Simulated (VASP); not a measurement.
**A VASP 6.6.1 single-point calculation on NaF**

INCAR

```
METAGGA = MS2
LCHARG = .FALSE.
IBRION = -1
LWAVE = .FALSE.
NBANDS = 14
LASPH = .TRUE.
ISIF = 2
EDIFF = 1E-7
NELM = 120
ENCUT = 520
NSW = 0
PREC = Accurate
ISYM = 0
SIGMA = 0.01
LREAL = .FALSE.
ISMEAR = 0
ALGO = Normal
```

KPOINTS

```
KPOINTS created by Atomic Simulation Environment
0
Gamma
4 4 4
0 0 0
```

POSCAR

```
Na F
 1.0000000000000000
     0.0000000000000000    2.3574295280999999    2.3574295280999999
     2.3574295280999999    0.0000000000000000    2.3574295280999999
     2.3574295280999999    2.3574295280999999    0.0000000000000000
 Na  F
   1   1
Cartesian
  0.0000000000000000  0.0000000000000000  0.0000000000000000
  2.3574295280999999  2.3574295280999999  2.3574295280999999
```

The recommended PBE PAW datasets give the neutral cell 14 valence electrons.

Command

```
mpirun -np 1 vasp_std
```

OSZICAR

```
N       E                     dE             d eps       ncg     rms          rms(c)
DAV:   1     0.102461189965E+03    0.10246E+03   -0.76064E+03  1014   0.118E+03
DAV:   2    -0.117876958058E+02   -0.11425E+03   -0.10582E+03  1140   0.335E+02
DAV:   3    -0.173839565215E+02   -0.55963E+01   -0.55841E+01  1260   0.693E+01
DAV:   4    -0.174242515756E+02   -0.40295E-01   -0.40293E-01  1158   0.641E+00
DAV:   5    -0.174246894545E+02   -0.43788E-03   -0.43788E-03  1230   0.675E-01    0.534E+00
DAV:   6    -0.141733026857E+02    0.32514E+01   -0.26299E+00  1032   0.146E+01    0.152E+00
DAV:   7    -0.142774939406E+02   -0.10419E+00   -0.21124E-01  1086   0.461E+00    0.144E+00
DAV:   8    -0.143200936048E+02   -0.42600E-01   -0.18841E-01  1044   0.403E+00    0.114E+00
DAV:   9    -0.142984830166E+02    0.21611E-01   -0.55569E-02  1170   0.238E+00    0.227E-01
DAV:  10    -0.142957039113E+02    0.27791E-02   -0.43127E-03  1050   0.606E-01    0.451E-02
DAV:  11    -0.142960754541E+02   -0.37154E-03   -0.26886E-04  1032   0.151E-01    0.644E-02
DAV:  12    -0.142960067583E+02    0.68696E-04   -0.19083E-04  1278   0.140E-01    0.503E-03
DAV:  13    -0.142960040438E+02    0.27145E-05   -0.11012E-05  1056   0.302E-02    0.388E-03
DAV:  14    -0.142960045729E+02   -0.52907E-06   -0.16769E-07  1260   0.436E-03    0.199E-03
DAV:  15    -0.142960042621E+02    0.31079E-06   -0.10301E-07   576   0.279E-03    0.686E-04
DAV:  16    -0.142960041508E+02    0.11125E-06   -0.20840E-08   504   0.136E-03    0.200E-04
DAV:  17    -0.142960040752E+02    0.75590E-07   -0.22673E-09   504   0.533E-04
   1 F= -.14296004E+02 E0= -.14296004E+02  d E =-.564015E-45
```

Standard output (part)

```
POSCAR found type information on POSCAR NaF
 POSCAR found :  2 types and       2 ions
 LDA part: xc-table for (None), standard interpolation
 POSCAR, INCAR and KPOINTS ok, starting setup
 WAVECAR not read
 entering main loop
```

From OUTCAR

```
k-points           NKPTS =     36   k-points in BZ     NKDIM =     36   number of bands    NBANDS=     14

   NELECT =      14.0000    total number of electrons

   dimension x,y,z NGX =    28 NGY =   28 NGZ =   28
   dimension x,y,z NGXF=    56 NGYF=   56 NGZF=   56

  energy-cutoff  :      520.00
  volume of cell :       26.20
      direct lattice vectors                 reciprocal lattice vectors
     0.000000000  2.357429528  2.357429528    -0.212095418  0.212095418  0.212095418
     2.357429528  0.000000000  2.357429528     0.212095418 -0.212095418  0.212095418
     2.357429528  2.357429528  0.000000000     0.212095418  0.212095418 -0.212095418

 k-points in reciprocal lattice and weights: KPOINTS created by Atomic Simulation Env
   0.00000000  0.00000000  0.00000000       0.016
   0.25000000  0.00000000  0.00000000       0.031
   0.00000000  0.25000000  0.00000000       0.031
   0.00000000  0.00000000  0.25000000       0.031
   0.25000000  0.25000000  0.25000000       0.031
   0.50000000  0.00000000  0.00000000       0.016
   0.00000000  0.50000000  0.00000000       0.016
   0.00000000  0.00000000  0.50000000       0.016
   ...

 E-fermi :  -2.5515

 k-point     1 :       0.0000    0.0000    0.0000
  band No.  band energies     occupation
      1     -23.2781      2.00000
      2     -22.1189      2.00000
      3     -22.1188      2.00000
      4     -22.1188      2.00000
      5      -2.6494      2.00000
      6      -2.6494      2.00000
      7      -2.6494      2.00000
      8       3.6787      0.00000
      9      16.2351      0.00000
     10      16.2351      0.00000
     11      16.2351      0.00000
     12      18.7494      0.00000
     13      21.2068      0.00000
     14      21.2068      0.00000

 k-point     2 :       0.2500    0.0000    0.0000
  band No.  band energies     occupation
      1     -23.3926      2.00000
      2     -22.1239      2.00000
      3     -22.1238      2.00000
      4     -21.9544      2.00000
      5      -3.4728      2.00000
      6      -2.7672      2.00000
      7      -2.7671      2.00000
      8       5.5112      0.00000
      9      12.4432      0.00000
     10      17.0126      0.00000
     11      17.0126      0.00000
     12      20.0065      0.00000
     13      20.0065      0.00000
     14      21.3333      0.00000

 k-point     3 :       0.0000    0.2500    0.0000
  band No.  band energies     occupation
      1     -23.3926      2.00000
      2     -22.1239      2.00000
      3     -22.1238      2.00000
      4     -21.9544      2.00000
      5      -3.4728      2.00000
      6      -2.7672      2.00000
      7      -2.7671      2.00000
      8       5.5112      0.00000
      9      12.4432      0.00000
     10      17.0126      0.00000
     11      17.0126      0.00000
     12      20.0065      0.00000
     13      20.0065      0.00000
     14      21.3333      0.00000

 k-point     4 :       0.0000    0.0000    0.2500
  band No.  band energies     occupation
      1     -23.3926      2.00000
      2     -22.1239      2.00000
      3     -22.1238      2.00000
      4     -21.9544      2.00000
      5      -3.4728      2.00000
      6      -2.7672      2.00000
      7      -2.7671      2.00000
      8       5.5112      0.00000
      9      12.4432      0.00000
     10      17.0126      0.00000
     11      17.0126      0.00000
     12      20.0065      0.00000
     13      20.0065      0.00000
     14      21.3333      0.00000

 ...

  Total       -0.5172535     -0.5172536     -0.5172535     -0.0006162     -0.0006162     -0.0006162
  in kB      -31.6277208    -31.6277232    -31.6277200     -0.0376754     -0.0376762     -0.0376768
  external PRESSURE =     -31.6277213 kB  Pullay stress =       0.0000000 kB

 POSITION                                       TOTAL-FORCE (eV/Angst)
 -----------------------------------------------------------------------------------
      0.00000      0.00000      0.00000         0.000000      0.000000      0.000000
      2.35743      2.35743      2.35743        -0.000000     -0.000000     -0.000000
 -----------------------------------------------------------------------------------
    total drift:                                0.000000      0.000000      0.000000

  FREE ENERGIE OF THE ION-ELECTRON SYSTEM (eV)
  ---------------------------------------------------
  free  energy   TOTEN  =       -14.2960040752 eV

  energy  without entropy=      -14.2960040752  energy(sigma->0) =      -14.29600408
```

It converged. Results: gap between bands v and c on the k mesh 6.33 eV; least direct gap on the k mesh 6.33 eV; pressure -3.2 GPa. Band v is the last that the valence electrons fill when counted band by band, and c is the next.

For comparison, a separate r²SCAN run of the intended cell, on usual settings and not on those above, gives a gap of 6.89 eV on its mesh and a pressure of -4.1 GPa.

The run above took about 65 s on one core of a shared host (Intel Xeon Platinum 8488C) and held 0.16 GiB at most.
